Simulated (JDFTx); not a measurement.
# HfC (Fm-3m) in JDFTx: equation of state

Aim: energy against volume of HfC in PBE, for its equilibrium volume and stiffness.

Everything below comes from runs of JDFTx 1.7.0 (patched build). Logs are shortened: lines on timing, memory, paths and dates and some standing lists are left out, and cuts for length are marked. The log counts tension as positive stress, the text compression.

## (1) The structure

It takes space group Fm-3m (No. 225, cubic). Conventional cell: a = 4.650 Å, b = 4.650 Å, c = 4.650 Å, α = 90.00°, β = 90.00°, γ = 90.00°. Hf (site symmetry m-3m) is surrounded by 6 C at 2.33 Å. C (site symmetry m-3m) is surrounded by 6 Hf at 2.33 Å.

## (2) Equation of state, PBE, 11.81 Å³/atom (volume scaled by 0.94)

The input, HfC.in:

```
lattice \
    0.0000000000     4.3039224968     4.3039224968 \
    4.3039224968     0.0000000000     4.3039224968 \
    4.3039224968     4.3039224968     0.0000000000
coords-type Lattice
ion Hf     0.5000000000     0.5000000000     0.5000000000 1
ion C      0.0000000000     0.0000000000     0.0000000000 1

ion-species pseudo/Hf.upf
ion-species pseudo/C.upf
elec-cutoff 41
elec-ex-corr gga-PBE
kpoint-folding 10 10 10
elec-smearing Fermi 0.0018374661
elec-n-bands 14
electronic-SCF nIterations 100 energyDiffThreshold 1e-08
electronic-minimize nIterations 30 energyDiffThreshold 1e-7
forces-output-coords Cartesian

dump-name run.$VAR
dump End Ecomponents EigStats BandEigs Kpoints Forces Stress
```

Potentials or basis: PseudoDojo-SR-PBE-0.5-standard.

Launch:

```
> jdftx -c 1 -i HfC.in -o HfC.out
```

The program printed:

```text
*************** JDFTx 1.7.0 (patched build) ***************

[... 9 lines left out ...]
---------- Initializing the Grid ----------
R =
[            0      4.30392      4.30392  ]
[      4.30392            0      4.30392  ]
[      4.30392      4.30392            0  ]
unit cell volume = 159.45
G =
[  -0.729937   0.729937   0.729937  ]
[   0.729937  -0.729937   0.729937  ]
[   0.729937   0.729937  -0.729937  ]
Minimum fftbox size, Smin = [  36  36  36  ]
Chosen fftbox size, S = [  36  36  36  ]

---------- Exchange Correlation functional ----------
Initalized PBE GGA exchange.
Initalized PBE GGA correlation.

---------- Setting up pseudopotentials ----------
Width of ionic core gaussian charges (only for fluid interactions / plotting) set to 0

Reading pseudopotential file 'pseudo/Hf.upf':
  'Hf' pseudopotential, 'PBE' functional
  Generated using ONCVPSP code by D. R. Hamann
  12 valence electrons, 4 orbitals, 8 projectors, 1001 radial grid points, with lMax = 3
    5S    l: 0   occupation:  2.0   eigenvalue: -2.462799
    5P    l: 1   occupation:  6.0   eigenvalue: -1.307320
    5D    l: 2   occupation:  2.0   eigenvalue: -0.098817
    6S    l: 0   occupation:  2.0   eigenvalue: -0.187732
  Core radius for overlap checks: 2.38 bohrs.

Reading pseudopotential file 'pseudo/C.upf':
  'C' pseudopotential, 'PBE' functional
  Generated using ONCVPSP code by D. R. Hamann
  4 valence electrons, 2 orbitals, 4 projectors, 1001 radial grid points, with lMax = 1
    2S    l: 0   occupation:  2.0   eigenvalue: -0.505335
    2P    l: 1   occupation:  2.0   eigenvalue: -0.194238
  Core radius for overlap checks: 1.21 bohrs.

Initialized 2 species with 2 total atoms.

Folded 1 k-points by 10x10x10 to 1000 k-points.

---------- Setting up k-points, bands, fillings ----------
Reduced to 47 k-points under symmetry.
Computing the number of bands and number of electrons
Calculating initial fillings.
nElectrons:  16.000000   nBands: 14   nStates: 47

----- Setting up reduced wavefunction bases (one per k-point) -----
average nbasis = 1998.977 , ideal nbasis = 1999.370

---------- Setting up ewald sum ----------
Optimum gaussian width for ewald sums = 1.954767 bohr.
Real space sum over 1331 unit cells with max indices [  5  5  5  ]
Reciprocal space sum over 2197 terms with max indices [  6  6  6  ]

---------- Allocating electronic variables ----------
Initializing wave functions:  linear combination of atomic orbitals
Hf pseudo-atom occupations:   s ( 2 2 )  p ( 6 )  d ( 2 )
C pseudo-atom occupations:   s ( 2 )  p ( 2 )
	FillingsUpdate:  mu: +0.657170275  nElectrons: 16.000000
LCAOMinimize: Iter:   0  F: -55.6739942192975548  |grad|_K:  9.824e-03  alpha:  1.000e+00
	FillingsUpdate:  mu: +0.617662285  nElectrons: 16.000000
LCAOMinimize: Iter:   1  F: -55.8444173626749176  |grad|_K:  7.865e-04  alpha:  3.410e-01  linmin:  3.385e-01  cgtest: -9.356e-01
LCAOMinimize: 	Bad step direction: g.d > 0.
[... 11 lines of inner loops ...]
	FillingsUpdate:  mu: +0.625694047  nElectrons: 16.000000
LCAOMinimize: Iter:   6  F: -55.8454458505886748  |grad|_K:  4.909e-09  alpha:  7.891e-01  linmin: -4.476e-02  cgtest:  1.616e-01
LCAOMinimize: Encountered beta<0, resetting CG.
LCAOMinimize: Converged (|Delta F|<1.000000e-06 for 2 iters).

-------- Electronic minimization -----------
Will mix electronic density at each iteration.
	FillingsUpdate:  mu: +0.625694047  nElectrons: 16.000000
	FillingsUpdate:  mu: +0.613975807  nElectrons: 16.000000
SCF: Cycle:  0   F: -55.877270863796504   dF: -3.183e-02   |Residual|: 4.183e-02   |deigs|: 2.421e-02
	FillingsUpdate:  mu: +0.608309331  nElectrons: 16.000000
SCF: Cycle:  1   F: -55.878569299659894   dF: -1.298e-03   |Residual|: 1.588e-02   |deigs|: 6.539e-03
	FillingsUpdate:  mu: +0.607936521  nElectrons: 16.000000
SCF: Cycle:  2   F: -55.878643972309916   dF: -7.467e-05   |Residual|: 7.058e-03   |deigs|: 2.727e-03
	FillingsUpdate:  mu: +0.607347052  nElectrons: 16.000000
SCF: Cycle:  3   F: -55.878652099900926   dF: -8.128e-06   |Residual|: 1.112e-03   |deigs|: 1.267e-03
	FillingsUpdate:  mu: +0.607498413  nElectrons: 16.000000
SCF: Cycle:  4   F: -55.878652874474021   dF: -7.746e-07   |Residual|: 3.316e-04   |deigs|: 2.500e-04
	FillingsUpdate:  mu: +0.607455329  nElectrons: 16.000000
SCF: Cycle:  5   F: -55.878653009927824   dF: -1.355e-07   |Residual|: 9.644e-05   |deigs|: 5.778e-05
	FillingsUpdate:  mu: +0.607453375  nElectrons: 16.000000
SCF: Cycle:  6   F: -55.878653023891744   dF: -1.396e-08   |Residual|: 2.823e-05   |deigs|: 2.737e-05
	FillingsUpdate:  mu: +0.607452587  nElectrons: 16.000000
SCF: Cycle:  7   F: -55.878653027795302   dF: -3.904e-09   |Residual|: 1.498e-05   |deigs|: 2.227e-05
	FillingsUpdate:  mu: +0.607455471  nElectrons: 16.000000
SCF: Cycle:  8   F: -55.878653028581738   dF: -7.864e-10   |Residual|: 1.149e-05   |deigs|: 1.722e-05
SCF: Converged (|Delta E|<1.000000e-08 for 2 iters).

Setting wave functions to eigenvectors of Hamiltonian

# Stress tensor in Cartesian coordinates [Eh/a0^3]:
[  -0.00058146            0            0  ]
[            0  -0.00058146            0  ]
[            0            0  -0.00058146  ]

# Ionic positions in lattice coordinates:
ion Hf   0.500000000000000   0.500000000000000   0.500000000000000 1
ion C   0.000000000000000   0.000000000000000   0.000000000000000 1

# Forces in Cartesian coordinates:
force Hf   0.000000000000000  -0.000000000000000  -0.000000000000000 1
force C   0.000000000000000  -0.000000000000000   0.000000000000000 1

# Energy components:
   Eewald =      -48.6876964807547310
       EH =        6.2680998962434762
     Eloc =      -24.8366602707192676
      Enl =        2.5355422725053192
      Exc =      -16.4955614769948191
 Exc_core =        6.6241900524447042
       KE =       18.7135251214910596
-------------------------------------
     Etot =      -55.8785608857842533
       TS =        0.0000921427974865
-------------------------------------
        F =      -55.8786530285817378

IonicMinimize: Iter:   0  F: -55.878653028581738  |grad|_K:  4.101e-41
IonicMinimize: Converged (|grad|_K<1.000000e-04).

#--- Lowdin population analysis ---
# oxidation-state Hf +0.699
# oxidation-state C -0.666

Dumping 'run.eigStats' ...
	eMin: -1.627957 at state 0 ( [ +0.000000 +0.000000 +0.000000 ] spin 0 )
	HOMO: +0.606328 at state 1 ( [ +0.000000 +0.000000 +0.100000 ] spin 0 )
	mu  : +0.607455
	LUMO: +0.612043 at state 6 ( [ +0.000000 +0.100000 +0.100000 ] spin 0 )
	eMax: +1.126836 at state 45 ( [ +0.200000 +0.400000 -0.300000 ] spin 0 )
	HOMO-LUMO gap: +0.005715
	Optical gap  : +0.025493 at state 28 ( [ +0.000000 +0.400000 +0.500000 ] spin 0 )
Done!
[note: the HOMO, LUMO and gaps printed at the end count levels as full or empty at half filling, so they show a gap where a level is partly filled]
```

Run time: 41 s. Hardware: 1 thread of Arm Neoverse V2, shared host; peak memory 0.11 GiB.

What came out:

```
Free energy            : -1520.5356 eV
Pressure               : 17.1 GPa
Band gap on the k mesh : none (metal or under the smearing width)
Loewdin charges        : Hf +0.70; C -0.67 e
```

## (3) Equation of state, PBE, 12.07 Å³/atom (volume scaled by 0.96)

HfC.in, as its differences from that of step 2:

```diff
@@ -1,5 +1,5 @@
 lattice \
-    0.0000000000     4.3039224968     4.3039224968 \
-    4.3039224968     0.0000000000     4.3039224968 \
-    4.3039224968     4.3039224968     0.0000000000
+    0.0000000000     4.3342328087     4.3342328087 \
+    4.3342328087     0.0000000000     4.3342328087 \
+    4.3342328087     4.3342328087     0.0000000000
 coords-type Lattice
```

Potentials or basis: PseudoDojo-SR-PBE-0.5-standard.

Launch:

```
> jdftx -c 1 -i HfC.in -o HfC.out
```

Run time: 42 s. Hardware: 1 thread of Arm Neoverse V2, shared host; peak memory 0.11 GiB.

Results (log left out):

```
Free energy            : -1520.5797 eV
Pressure               : 11.0 GPa
Band gap on the k mesh : none (metal or under the smearing width)
Loewdin charges        : Hf +0.71; C -0.68 e
```

## (4) Equation of state, PBE, 12.32 Å³/atom (volume scaled by 0.98)

HfC.in, as its differences from that of step 3:

```diff
@@ -1,5 +1,5 @@
 lattice \
-    0.0000000000     4.3342328087     4.3342328087 \
-    4.3342328087     0.0000000000     4.3342328087 \
-    4.3342328087     4.3342328087     0.0000000000
+    0.0000000000     4.3641250141     4.3641250141 \
+    4.3641250141     0.0000000000     4.3641250141 \
+    4.3641250141     4.3641250141     0.0000000000
 coords-type Lattice
```

Launch:

```
> jdftx -c 1 -i HfC.in -o HfC.out
```

It took 42 s on 1 thread of Arm Neoverse V2, shared host; peak memory 0.11 GiB.

The run converged. Its results:

| Item | Value |
| --- | --- |
| Free energy | -1520.6054 eV |
| Pressure | 5.4 GPa |
| Band gap on the k mesh | none (metal or under the smearing width) |
| Loewdin charges | Hf +0.73; C -0.69 e |

## (5) Equation of state, PBE, 12.57 Å³/atom

HfC.in, as its differences from that of step 4:

```diff
@@ -1,5 +1,5 @@
 lattice \
-    0.0000000000     4.3641250141     4.3641250141 \
-    4.3641250141     0.0000000000     4.3641250141 \
-    4.3641250141     4.3641250141     0.0000000000
+    0.0000000000     4.3936132398     4.3936132398 \
+    4.3936132398     0.0000000000     4.3936132398 \
+    4.3936132398     4.3936132398     0.0000000000
 coords-type Lattice
```

Launch:

```
> jdftx -c 1 -i HfC.in -o HfC.out
```

Wall time 44 s (1 thread of Arm Neoverse V2, shared host); peak memory 0.12 GiB.

It converged, with:

* Free energy: -1520.6146 eV
* Pressure: 0.4 GPa
* Band gap on the k mesh: none (metal or under the smearing width)
* Loewdin charges: Hf +0.74; C -0.71 e

## (6) Equation of state, PBE, 12.82 Å³/atom (volume scaled by 1.02)

HfC.in, as its differences from that of step 5:

```diff
@@ -1,5 +1,5 @@
 lattice \
-    0.0000000000     4.3936132398     4.3936132398 \
-    4.3936132398     0.0000000000     4.3936132398 \
-    4.3936132398     4.3936132398     0.0000000000
+    0.0000000000     4.4227108641     4.4227108641 \
+    4.4227108641     0.0000000000     4.4227108641 \
+    4.4227108641     4.4227108641     0.0000000000
 coords-type Lattice
```

Potentials or basis: PseudoDojo-SR-PBE-0.5-standard.

Launch:

```
> jdftx -c 1 -i HfC.in -o HfC.out
```

Run time: 55 s. Hardware: 1 thread of Arm Neoverse V2, shared host; peak memory 0.12 GiB.

It converged, with:

* Free energy: -1520.6088 eV
* Pressure: -4.1 GPa
* Band gap on the k mesh: none (metal or under the smearing width)
* Loewdin charges: Hf +0.76; C -0.72 e

## (7) Equation of state, PBE, 13.07 Å³/atom (volume scaled by 1.04)

HfC.in, as its differences from that of step 6:

```diff
@@ -1,5 +1,5 @@
 lattice \
-    0.0000000000     4.4227108641     4.4227108641 \
-    4.4227108641     0.0000000000     4.4227108641 \
-    4.4227108641     4.4227108641     0.0000000000
+    0.0000000000     4.4514305706     4.4514305706 \
+    4.4514305706     0.0000000000     4.4514305706 \
+    4.4514305706     4.4514305706     0.0000000000
 coords-type Lattice
```

Potentials or basis: PseudoDojo-SR-PBE-0.5-standard.

Launch:

```
> jdftx -c 1 -i HfC.in -o HfC.out
```

The program printed:

```text
*************** JDFTx 1.7.0 (patched build) ***************

[... 9 lines left out ...]
---------- Initializing the Grid ----------
R =
[            0      4.45143      4.45143  ]
[      4.45143            0      4.45143  ]
[      4.45143      4.45143            0  ]
unit cell volume = 176.412
G =
[  -0.705749   0.705749   0.705749  ]
[   0.705749  -0.705749   0.705749  ]
[   0.705749   0.705749  -0.705749  ]
Minimum fftbox size, Smin = [  40  40  40  ]
Chosen fftbox size, S = [  40  40  40  ]

---------- Exchange Correlation functional ----------
Initalized PBE GGA exchange.
Initalized PBE GGA correlation.

---------- Setting up pseudopotentials ----------
Width of ionic core gaussian charges (only for fluid interactions / plotting) set to 0

Reading pseudopotential file 'pseudo/Hf.upf':
  'Hf' pseudopotential, 'PBE' functional
  Generated using ONCVPSP code by D. R. Hamann
  12 valence electrons, 4 orbitals, 8 projectors, 1001 radial grid points, with lMax = 3
    5S    l: 0   occupation:  2.0   eigenvalue: -2.462799
    5P    l: 1   occupation:  6.0   eigenvalue: -1.307320
    5D    l: 2   occupation:  2.0   eigenvalue: -0.098817
    6S    l: 0   occupation:  2.0   eigenvalue: -0.187732
  Core radius for overlap checks: 2.38 bohrs.

Reading pseudopotential file 'pseudo/C.upf':
  'C' pseudopotential, 'PBE' functional
  Generated using ONCVPSP code by D. R. Hamann
  4 valence electrons, 2 orbitals, 4 projectors, 1001 radial grid points, with lMax = 1
    2S    l: 0   occupation:  2.0   eigenvalue: -0.505335
    2P    l: 1   occupation:  2.0   eigenvalue: -0.194238
  Core radius for overlap checks: 1.21 bohrs.
[... 44 lines left out ...]
SCF: Cycle:  3   F: -55.880628319382708   dF: -1.390e-05   |Residual|: 1.268e-03   |deigs|: 1.723e-03
	FillingsUpdate:  mu: +0.544434853  nElectrons: 16.000000
SCF: Cycle:  4   F: -55.880628987723568   dF: -6.683e-07   |Residual|: 6.279e-04   |deigs|: 3.636e-04
	FillingsUpdate:  mu: +0.544356966  nElectrons: 16.000000
SCF: Cycle:  5   F: -55.880629313267711   dF: -3.255e-07   |Residual|: 8.993e-05   |deigs|: 1.630e-04
	FillingsUpdate:  mu: +0.544354332  nElectrons: 16.000000
SCF: Cycle:  6   F: -55.880629329029311   dF: -1.576e-08   |Residual|: 3.148e-05   |deigs|: 1.072e-04
	FillingsUpdate:  mu: +0.544356198  nElectrons: 16.000000
SCF: Cycle:  7   F: -55.880629333836318   dF: -4.807e-09   |Residual|: 1.223e-05   |deigs|: 8.894e-05
	FillingsUpdate:  mu: +0.544357575  nElectrons: 16.000000
SCF: Cycle:  8   F: -55.880629334804162   dF: -9.678e-10   |Residual|: 1.146e-05   |deigs|: 9.290e-05
SCF: Converged (|Delta E|<1.000000e-08 for 2 iters).

Setting wave functions to eigenvectors of Hamiltonian

# Stress tensor in Cartesian coordinates [Eh/a0^3]:
[  0.000280509            0            0  ]
[            0  0.000280509            0  ]
[            0            0  0.000280509  ]

# Ionic positions in lattice coordinates:
ion Hf   0.500000000000000   0.500000000000000   0.500000000000000 1
ion C   0.000000000000000   0.000000000000000   0.000000000000000 1

# Forces in Cartesian coordinates:
force Hf   0.000000000000000  -0.000000000000000   0.000000000000000 1
force C   0.000000000000000  -0.000000000000000  -0.000000000000000 1

# Energy components:
   Eewald =      -47.0743211373161685
       EH =        6.7678051114225530
     Eloc =      -26.7492953228472707
      Enl =        2.5404468021752837
      Exc =      -16.3993488115931143
 Exc_core =        6.6241892301014786
       KE =       18.4100077169120233
-------------------------------------
     Etot =      -55.8805164111452228
       TS =        0.0001129236589409
-------------------------------------
        F =      -55.8806293348041621

IonicMinimize: Iter:   0  F: -55.880629334804162  |grad|_K:  9.364e-42
IonicMinimize: Converged (|grad|_K<1.000000e-04).

#--- Lowdin population analysis ---
# oxidation-state Hf +0.773
# oxidation-state C -0.734

Dumping 'run.eigStats' ...
	eMin: -1.709956 at state 0 ( [ +0.000000 +0.000000 +0.000000 ] spin 0 )
	HOMO: +0.544154 at state 15 ( [ +0.000000 +0.200000 +0.200000 ] spin 0 )
	mu  : +0.544358
	LUMO: +0.548381 at state 28 ( [ +0.000000 +0.400000 +0.500000 ] spin 0 )
	eMax: +1.005773 at state 45 ( [ +0.200000 +0.400000 -0.300000 ] spin 0 )
	HOMO-LUMO gap: +0.004227
	Optical gap  : +0.025283 at state 28 ( [ +0.000000 +0.400000 +0.500000 ] spin 0 )
Done!
[note: the HOMO, LUMO and gaps printed at the end count levels as full or empty at half filling, so they show a gap where a level is partly filled]
```

Run time: 55 s. Hardware: 1 thread of Arm Neoverse V2, shared host; peak memory 0.12 GiB.

Results:

| Quantity | Value |
| --- | --- |
| Free energy | -1520.5894 eV |
| Pressure | -8.3 GPa |
| Band gap on the k mesh | none (metal or under the smearing width) |
| Loewdin charges | Hf +0.77; C -0.73 e |

## (8) Equation of state, PBE, 13.32 Å³/atom (volume scaled by 1.06)

HfC.in, as its differences from that of step 7:

```diff
@@ -1,5 +1,5 @@
 lattice \
-    0.0000000000     4.4514305706     4.4514305706 \
-    4.4514305706     0.0000000000     4.4514305706 \
-    4.4514305706     4.4514305706     0.0000000000
+    0.0000000000     4.4797843960     4.4797843960 \
+    4.4797843960     0.0000000000     4.4797843960 \
+    4.4797843960     4.4797843960     0.0000000000
 coords-type Lattice
```

Launch:

```
> jdftx -c 1 -i HfC.in -o HfC.out
```

Run time: 56 s. Hardware: 1 thread of Arm Neoverse V2, shared host; peak memory 0.12 GiB.

It converged, with:

```yaml
Free_energy: -1520.5577 eV
Pressure: -12.0 GPa
Band_gap_on_the_k_mesh: none (metal or under the smearing width)
Loewdin_charges: Hf +0.79; C -0.74 e
```

## (9) Equation of state, PBE

Potentials or basis: PseudoDojo-SR-PBE-0.5-standard.

This step only gathers the single runs of the series.

Results:

```
Equilibrium volume                      : 12.59 Å³/atom
Bulk modulus                            : 237 GPa
Pressure derivative of the bulk modulus : 4.0
```

Energy against volume, from the lowest point:
```
volume (Å³/atom)  energy (meV/atom)
          11.814              39.49
          12.065              17.46
          12.317               4.59
          12.568               0.00
          12.819               2.91
          13.071              12.60
          13.322              28.43
```

Spin-orbit coupling is left out, which matters for the levels of Hf.
